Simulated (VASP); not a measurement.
Input of a VASP 6.6.1 run:

Contents of INCAR:

```
PREC = Accurate ; ENCUT = 600
EDIFF = 1E-6 ; ISMEAR = 0
SIGMA = 0.03 ; LREAL = F
LASPH = T ; NELM = 80
ALGO = Normal ; ISIF = 3
LWAVE = F ; LCHARG = F
GGA = PS ; IBRION = 2
NSW = 90 ; EDIFFG = -0.01
```

Contents of KPOINTS:

```
regular mesh
0
Gamma
  9 9 4
```

POSCAR

```
CdS
1.0
    4.1500000000      0.0000000000      0.0000000000
   -2.0750000000      3.5940054300      0.0000000000
    0.0000000000      0.0000000000      6.7370000000
Cd S
2 2
Direct
    0.3333333300      0.6666666700      0.0000000000
    0.6666666700      0.3333333300      0.5000000000
    0.3333333300      0.6666666700      0.3750000000
    0.6666666700      0.3333333300      0.8750000000
```

Potentials or basis: VASP PAW PBE potentials, release 64 (Cd, S).

Run with:

```sh
$ cat potpaw_PBE.64/Cd/POTCAR potpaw_PBE.64/S/POTCAR > POTCAR
$ mpirun -np 1 vasp_std > vasp.out
```

Task: Predict the space group after relaxing (to 0.05 Å).

Result: P6_3mc (No. 186).

Task: What does it give for the band gap on the k mesh?

Result: 1.08 eV, direct.

Task: Estimate the relaxed volume.

Result: 24.85 Å³/atom.

Step by step:
| step | energy change (eV) | largest force (eV/Å) | pressure (GPa) | volume (Å³) |
| --- | --- | --- | --- | --- |
| 1 | 0.0000 | 0.0669 | -0.50 | 100.48 |
| 2 | -0.0032 | 0.0018 | 0.05 | 99.34 |
| 3 | -0.0032 | 0.0054 | 0.00 | 99.40 |

Caveat: the PAW data sets were made with another functional, which shifts forces and pressure a little. As with any semilocal functional, this PBEsol gap is likely too small.
